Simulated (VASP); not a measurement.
# MoP (P-6m2) in VASP: further runs

The runs below take MoP through relaxation of shape and atoms at fixed volume, with PBE+D3(BJ).

Everything below comes from runs of VASP 6.6.1. Logs are shortened: lines on timing, memory, paths and dates and some standing lists are left out, and cuts for length are marked.

### 1 The structure

The structure is hexagonal, space group P-6m2 (No. 187). The conventional cell has a = 3.200 Å, b = 3.200 Å, c = 3.173 Å, α = 90.00°, β = 90.00°, γ = 120.00°. Around Mo (site symmetry -6m2) lie 6 P at 2.44 Å. P (site symmetry -6m2) has 6 Mo at 2.44 Å as nearest neighbours.

### 2 Relaxation of shape and atoms at fixed volume, PBE+D3(BJ) (a relaxed cell with its volume scaled by 0.96)

The input, INCAR:

```
  PREC = Accurate
  ENCUT = 600
  EDIFF = 1E-7
  ISMEAR = 1
  SIGMA = 0.1
  LREAL = F
  LASPH = T
  NELM = 80
  ALGO = Fast
  ISIF = 4
  LWAVE = F
  LCHARG = F
  GGA = PE
  IVDW = 12
  IBRION = 2
  NSW = 40
  EDIFFG = -0.01
```

The input, KPOINTS:

```
Automatic mesh
0
Gamma
  15 15 11
```

The input, POSCAR:

```
MoP                                     
1.0
    3.1564671037      0.0000000000      0.0000000000
   -1.5782335518      2.7335806980      0.0000000000
    0.0000000000      0.0000000000      3.1304937743
  Mo              P             
     1     1
Direct
     0.0000000000000000    0.0000000000000000    0.0000000000000000
     0.3333333332999970    0.6666666667000030    0.5000000000000000
```

Potentials or basis: VASP PAW PBE potentials, release 64 (Mo_sv, P).

The run is started by

```bash
$ cat potpaw_PBE.64/Mo_sv/POTCAR potpaw_PBE.64/P/POTCAR > POTCAR
$ mpirun -np 1 vasp_std > vasp.out
```

OUTCAR:

```text
PREC = Accurate
   ENCUT = 600
   EDIFF = 1E-7
   ISMEAR = 1
   LREAL = F
   LASPH = T
   NELM = 80
   ISIF = 4
   GGA = PE
   IVDW = 12
   IBRION = 2
   NSW = 40
   EDIFFG = -0.01
 IVDW          = 12

 ion  position               nearest neighbor table
   1  0.000  0.000  0.000-   2 2.40   2 2.40   2 2.40   2 2.40   2 2.40   2 2.40
   2  0.333  0.667  0.500-   1 2.40   1 2.40   1 2.40   1 2.40   1 2.40   1 2.40

  LATTYP: Found a hexagonal cell.
 ALAT       =     3.1564671037
 C/A-ratio  =     0.9917713923

  Lattice vectors:

 A1 = (   3.1564671037,   0.0000000000,   0.0000000000)
 A2 = (  -1.5782335518,   2.7335806980,   0.0000000000)
 A3 = (   0.0000000000,   0.0000000000,   3.1304937743)

Analysis of symmetry for initial positions (statically):
=====================================================================
 Subroutine PRICEL returns:
 Original cell was already a primitive cell.

 Routine SETGRP: Setting up the symmetry group for a
 hexagonal supercell.

 Subroutine GETGRP returns: Found 12 space group operations
 (whereof 12 operations were pure point group operations)
 out of a pool of 24 trial point group operations.

The static configuration has the point symmetry D_3h.

Analysis of symmetry for dynamics (positions and initial velocities):
=====================================================================
 Subroutine PRICEL returns:
 Original cell was already a primitive cell.

 Routine SETGRP: Setting up the symmetry group for a
 hexagonal supercell.

 Subroutine GETGRP returns: Found 12 space group operations
 (whereof 12 operations were pure point group operations)
 out of a pool of 24 trial point group operations.

The dynamic configuration has the point symmetry D_3h.

 Subroutine INISYM returns: Found 12 space group operations
 (whereof 12 operations are pure point group operations),
 and found     1 'primitive' translations

----------------------------------------------------------------------------------------

                                     Primitive cell

  volume of cell :      27.0113

  direct lattice vectors                    reciprocal lattice vectors
     3.156467104  0.000000000  0.000000000     0.316809891  0.182910276  0.000000000
    -1.578233552  2.733580698  0.000000000     0.000000000  0.365820552  0.000000000
     0.000000000  0.000000000  3.130493774     0.000000000  0.000000000  0.319438425

  length of vectors
     3.156467104  3.156467104  3.130493774     0.365820552  0.365820552  0.319438425

[... 78 lines left out ...]
   ENCUT  =  600.0 eV  44.10 Ry    6.64 a.u.   6.30  6.30  6.25*2*pi/ulx,y,z
   NELM   =     80;   NELMIN=  2; NELMDL= -5     # of ELM steps
   EDIFF  = 0.1E-06   stopping-criterion for ELM
   LREAL  =      F    real-space projection
   EDIFFG = -.1E-01   stopping-criterion for IOM
   NSW    =     40    number of steps for IOM
   IBRION =      2    ionic relax: 0-MD 1-quasi-New 2-CG
   NFREE  =      1    steps in history (QN), initial steepest desc. (CG)
   ISIF   =      4    stress and relaxation
   ISYM   =      2    0-nonsym 1-usesym 2-fastsym
   POTIM  = 0.5000    time-step for ionic-motion
   TEBEG  =    0.0;   TEEND  =   0.0 temperature during run
   PSTRESS=    0.0 pullay stress
   NELECT =      19.0000    total number of electrons
   NUPDOWN=      -1.0000    fix difference up-down
   EMIN   =  10.00;   EMAX   =-10.00  energy-range for DOS
   EFERMI =   0.00;   METHOD = LEGACY
   ISMEAR =     1;   SIGMA  =   0.10  broadening in eV -4-tet -1-fermi 0-gaus
   EFERMI_NEDOS =   21; number of points for ismear=-14 and -15
   IALGO  =     68    algorithm
   IMIX   =      4    mixing-type and parameters
     AMIX     =   0.40;   BMIX     =  1.00
     AMIX_MAG =   1.60;   BMIX_MAG =  1.00
  volume/ion in A,a.u.               =      13.51        91.14
  Fermi-wavevector in a.u.,A,eV,Ry     =   1.455942  2.751331 28.841176  2.119767
  Thomas-Fermi vector in A             =   2.572918
   LORBIT       =      0    0 simple, 1 ext, 2 COOP (PROOUT), +10 PAW based schemes
   GGA     = PE    functional components
   LHFCALC =     F    Hartree Fock is set to
   AEXX    =    0.0000 exact exchange contribution
   IVDW    =    12    specifies the selected vdW correction
   LEPSILON=     F    determine dielectric tensor
   LRPA    =     F    only Hartree local field effects (RPA)
 conjugate gradient relaxation of ions
 non-spin polarized calculation
 RMM-DIIS sequential band-by-band and
 Methfessel and Paxton  Order N= 1 SIGMA  =   0.10
  energy-cutoff  :      600.00
  volume of cell :       27.01
 maximum number of plane-waves:       924
 NGX is ok and might be reduce to    28
   NGX = 13   NGY = 13   NGZ = 13

--------------------------------------- Ionic step        1  -------------------------------------------

 number of electron      19.0000001 magnetization

 Free energy of the ion-electron system (eV)
  ---------------------------------------------------
  ext. energy  EPLUGINS =         0.00000000
  ---------------------------------------------------
  free energy    TOTEN  =       -17.55256839 eV

  energy without entropy =      -17.55205997  energy(sigma->0) =      -17.55239892

------------------------ aborting loop because EDIFF is reached ----------------------------------------

 Edisp (eV)   -1.33922

 E8    (eV) :    -0.5760
[... 71 lines left out ...]
--------------------------------------- Ionic step        3  -------------------------------------------

 number of electron      19.0000002 magnetization

 Free energy of the ion-electron system (eV)
  ---------------------------------------------------
  ext. energy  EPLUGINS =         0.00000000
  ---------------------------------------------------
  free energy    TOTEN  =       -17.55392201 eV

  energy without entropy =      -17.55335916  energy(sigma->0) =      -17.55373439

 E-fermi :  12.9373     XC(G=0): -12.9163

 val. band max:       12.9315008647   @ k =   0.4000   0.0000   0.0909
 cond. band min:      12.9471536435   @ k =   0.4000   0.2000   0.0909
 fundamental gap:      0.0156527787
 Fermi energy:        12.9372830162

 k-point     1 :       0.0000    0.0000    0.0000
  band No.  band energies     occupation
      1     -48.2556      2.00000
      2     -22.4407      2.00000
      3     -22.1855      2.00000
      4     -22.1855      2.00000
      5      -1.4702      2.00000
      6       8.3173      2.00000
      7       9.4315      2.00000
      8       9.4315      2.00000
      9      12.1190      2.00000
     10      13.1876     -0.00228
     11      13.1876     -0.00228
     12      17.3144      0.00000
     13      17.3144      0.00000
[... 354 lines left out ...]
  band No.  band energies     occupation
      1     -48.2063      2.00000
      2     -22.5787      2.00000
      3     -22.3834      2.00000
      4     -22.3740      2.00000
      5       1.7228      2.00000
      6       5.6575      2.00000
      7       8.0076      2.00000
      8       8.7525      2.00000
      9      11.5154      2.00000
     10      12.1118      2.00000
     11      13.8566     -0.00000
     12      14.7818     -0.00000
     13      19.3670      0.00000

 [... further k-points ...]

------------------------ aborting loop because EDIFF is reached ----------------------------------------

 Edisp (eV)   -1.33916

 E8    (eV) :    -0.5760
[... 25 lines left out ...]
  FREE ENERGIE OF THE ION-ELECTRON SYSTEM (eV)
  ---------------------------------------------------
  free  energy   TOTEN  =       -18.8930771379 eV

  energy  without entropy=      -18.8925142810  energy(sigma->0) =      -18.89288952

 reached required accuracy - stopping structural energy minimisation
```

OSZICAR:

```text
N       E                     dE             d eps       ncg     rms          rms(c)
DAV:   1     0.133547968016E+03    0.13355E+03   -0.11108E+04  4220   0.156E+03
DAV:   2    -0.146905906435E+02   -0.14824E+03   -0.14512E+03  4877   0.384E+02
DAV:   3    -0.184710188456E+02   -0.37804E+01   -0.36743E+01  5350   0.553E+01
[... 26 lines left out ...]
RMM:   2    -0.175540205661E+02    0.39641E-03   -0.49286E-04  4228   0.209E-01    0.606E-02
RMM:   3    -0.175539205249E+02    0.10004E-03   -0.26960E-04  4212   0.151E-01    0.159E-02
RMM:   4    -0.175539219790E+02   -0.14541E-05   -0.25839E-05  4245   0.542E-02    0.886E-03
RMM:   5    -0.175539219668E+02    0.12232E-07   -0.44171E-06  4278   0.208E-02    0.158E-03
RMM:   6    -0.175539220137E+02   -0.46959E-07   -0.83381E-07  3540   0.893E-03
   3 F= -.18893077E+02 E0= -.18892890E+02  d E =-.128534E-02
```

CONTCAR:

```text
MoP
   1.00000000000000
     3.1474119065679549    0.0000000000018249    0.0000000000000000
    -1.5737059532325404    2.7257386672456101   -0.0000000000000000
    -0.0000000000000000    0.0000000000000000    3.1485327326649180
  Mo              P
     1     1
Direct
     0.0000000000000000    0.0000000000000000    0.0000000000000000
     0.3333333332999970    0.6666666667000030    0.5000000000000000

  0.00000000E+00  0.00000000E+00  0.00000000E+00
  0.00000000E+00  0.00000000E+00  0.00000000E+00
```

It took 2.2 min on 1 thread of Intel Xeon Platinum 8488C (Sapphire Rapids), shared host; peak memory 0.22 GiB.

What came out:

```
Free energy                : -18.8931 eV
Energy gained by relaxing  : 0.6 meV/atom
Ionic steps                : 3
Pressure after relaxing    : 10.4 GPa
Band gap on the k mesh     : none (metal or under the smearing width)
Dispersion energy per atom : -0.670 eV
```

Step by step:
| step | energy change (eV) | largest force (eV/Å) | pressure (GPa) |
| --- | --- | --- | --- |
| 1 | 0.0000 | 0.0000 | 10.78 |
| 2 | -0.0012 | 0.0000 | 10.29 |
| 3 | -0.0013 | 0.0000 | 10.41 |

Final structure:
```xyz
2
Lattice="3.1474 0.0000 0.0000 -1.5737 2.7257 0.0000 0.0000 0.0000 3.1485" Properties=species:S:1:pos:R:3 pbc="T T T"
Mo    0.0000    0.0000    0.0000
P     0.0000    1.8172    1.5743
```

Levels at points of the mesh, in eV from the Fermi level:
| k point | band 8 | band 9 | band 10 | band 11 | band 12 | band 13 |
| --- | --- | --- | --- | --- | --- | --- |
| (0.00, 0.00, 0.00) | -3.51 | -0.82 | 0.25 | 0.25 | 4.38 | 4.38 |

Caveat: pairwise dispersion overbinds metals, which lowers pressure and volume.

### 3 Relaxation of shape and atoms at fixed volume, PBE+D3(BJ) (a relaxed cell with its volume scaled by 0.98)

INCAR is that of step 2.

KPOINTS is that of step 2.

The input, POSCAR:

```
MoP                                     
1.0
    3.1782365302      0.0000000000      0.0000000000
   -1.5891182651      2.7524335744      0.0000000000
    0.0000000000      0.0000000000      3.1520840688
  Mo              P             
     1     1
Direct
     0.0000000000000000    0.0000000000000000    0.0000000000000000
     0.3333333332999970    0.6666666667000030    0.5000000000000000
```

Potentials or basis: VASP PAW PBE potentials, release 64 (Mo_sv, P).

The run is started by

```bash
$ cat potpaw_PBE.64/Mo_sv/POTCAR potpaw_PBE.64/P/POTCAR > POTCAR
$ mpirun -np 1 vasp_std > vasp.out
```

Run time: 2.2 min. Hardware: 1 thread of Intel Xeon Platinum 8488C (Sapphire Rapids), shared host; peak memory 0.23 GiB.

The run converged. Its results:

```
Free energy                : -18.9203 eV
Energy gained by relaxing  : 0.2 meV/atom
Ionic steps                : 3
Pressure after relaxing    : 4.9 GPa
Band gap on the k mesh     : none (metal or under the smearing width)
Dispersion energy per atom : -0.656 eV
```

The path:
| step | energy change (eV) | largest force (eV/Å) | pressure (GPa) |
| --- | --- | --- | --- |
| 1 | 0.0000 | 0.0000 | 5.12 |
| 2 | -0.0003 | 0.0000 | 4.91 |
| 3 | -0.0003 | 0.0000 | 4.94 |

Final structure:
```xyz
2
Lattice="3.1738 0.0000 0.0000 -1.5869 2.7486 0.0000 0.0000 0.0000 3.1609" Properties=species:S:1:pos:R:3 pbc="T T T"
Mo    0.0000    0.0000    3.1609
P     0.0000    1.8324    1.5804
```

Levels at points of the mesh, in eV from the Fermi level:
```
           k point  band 8  band 9  band 10  band 11  band 12  band 13
(0.00, 0.00, 0.00)   -3.45   -0.78     0.25     0.25     4.28     4.28
```

Caveat: pairwise dispersion overbinds metals, which lowers pressure and volume.

### 4 Relaxation of shape and atoms at fixed volume, PBE+D3(BJ)

INCAR is that of step 3.

KPOINTS is that of step 3.

The input, POSCAR:

```
MoP                                     
1.0
    3.1997117528      0.0000000000      0.0000000000
   -1.5998558764      2.7710316627      0.0000000000
    0.0000000000      0.0000000000      3.1733825802
  Mo              P             
     1     1
Direct
     0.0000000000000000    0.0000000000000000    0.0000000000000000
     0.3333333332999970    0.6666666667000030    0.5000000000000000
```

The run is started by

```bash
$ cat potpaw_PBE.64/Mo_sv/POTCAR potpaw_PBE.64/P/POTCAR > POTCAR
$ mpirun -np 1 vasp_std > vasp.out
```

It took 65 s on 1 thread of Intel Xeon Platinum 8488C (Sapphire Rapids), shared host; peak memory 0.22 GiB.

It converged, with:

| Item | Value |
| --- | --- |
| Free energy | -18.9292 eV |
| Pressure after relaxing | 0.0 GPa |
| Band gap on the k mesh | none (metal or under the smearing width) |
| Dispersion energy per atom | -0.642 eV |

Final structure:
```cif
data_structure
_symmetry_space_group_name_H-M 'P 1'
_symmetry_Int_Tables_number 1
_cell_length_a 3.1997
_cell_length_b 3.1997
_cell_length_c 3.1734
_cell_angle_alpha 90.000
_cell_angle_beta 90.000
_cell_angle_gamma 120.000
_cell_volume 28.14
loop_
_atom_site_label
_atom_site_type_symbol
_atom_site_fract_x
_atom_site_fract_y
_atom_site_fract_z
_atom_site_occupancy
Mo1 Mo 0.00000 0.00000 0.00000 1
P1 P 0.33333 0.66667 0.50000 1
```

Levels at points of the mesh, in eV from the Fermi level:
```tsv
k point	band 6	band 7	band 8	band 9	band 10	band 11	band 12	band 13
(0.00, 0.00, 0.00)	-4.34	-3.40	-3.40	-0.74	0.25	0.25	4.19	4.19
```

Caveat: the relaxation stopped at its first step, so nothing moved; pairwise dispersion overbinds metals, which lowers pressure and volume.

### 5 Relaxation of shape and atoms at fixed volume, PBE+D3(BJ) (a relaxed cell with its volume scaled by 1.02)

INCAR is that of step 4.

KPOINTS is that of step 4.

The input, POSCAR:

```
MoP                                     
1.0
    3.2209025144      0.0000000000      0.0000000000
   -1.6104512572      2.7893834006      0.0000000000
    0.0000000000      0.0000000000      3.1943989714
  Mo              P             
     1     1
Direct
     0.0000000000000000    0.0000000000000000    0.0000000000000000
     0.3333333332999970    0.6666666667000030    0.5000000000000000
```

The run is started by

```bash
$ cat potpaw_PBE.64/Mo_sv/POTCAR potpaw_PBE.64/P/POTCAR > POTCAR
$ mpirun -np 1 vasp_std > vasp.out
```

It took 1.8 min on 1 thread of Intel Xeon Platinum 8488C (Sapphire Rapids), shared host; peak memory 0.23 GiB.

Results (log left out):

- Free energy: -18.9219 eV
- Energy gained by relaxing: 0.1 meV/atom
- Ionic steps: 3
- Pressure after relaxing: -4.4 GPa
- Band gap on the k mesh: none (metal or under the smearing width)
- Dispersion energy per atom: -0.629 eV

The path:
```csv
step,energy change (eV),largest force (eV/Å),pressure (GPa)
1,0.0000,0.0000,-4.54
2,-0.0003,0.0000,-4.33
3,-0.0003,0.0000,-4.36
```

Final structure:
```
Mo P
1.0
     3.22533    0.00000    0.00000
    -1.61267    2.79322    0.00000
     0.00000    0.00000    3.18563
Mo P
1 1
Direct
  0.00000 0.00000 0.00000
  0.33333 0.66667 0.50000
```

Levels at points of the mesh, in eV from the Fermi level:
```tsv
k point	band 6	band 7	band 8	band 9	band 10	band 11	band 12	band 13
(0.00, 0.00, 0.00)	-4.20	-3.34	-3.34	-0.71	0.26	0.26	4.11	4.11
```

Caveat: pairwise dispersion overbinds metals, which lowers pressure and volume.

### 6 The runs side by side

| cell | gap on the mesh (eV) | pressure (GPa) |
| --- | --- | --- |
| atoms relaxed at fixed volume from: a relaxed cell with its volume scaled by 0.96 | none | 10.4 |
| atoms relaxed at fixed volume from: a relaxed cell with its volume scaled by 0.98 | none | 4.9 |
| atoms relaxed at fixed volume | none | 0.0 |
| atoms relaxed at fixed volume from: a relaxed cell with its volume scaled by 1.02 | none | -4.4 |

Alike in all rows: task relaxation of shape and atoms at fixed volume; level PBE+D3(BJ); potentials or basis VASP PAW PBE potentials, release 64 (Mo_sv, P); no spin polarisation; k mesh 15 × 15 × 11; cutoff (eV) 600; smearing methfessel-paxton 0.1 eV.

Caveats: pairwise dispersion overbinds metals, which lowers pressure and volume; the relaxation stopped at its first step, so nothing moved (some runs).

Absolute energies hang on the potentials; compare differences alone.
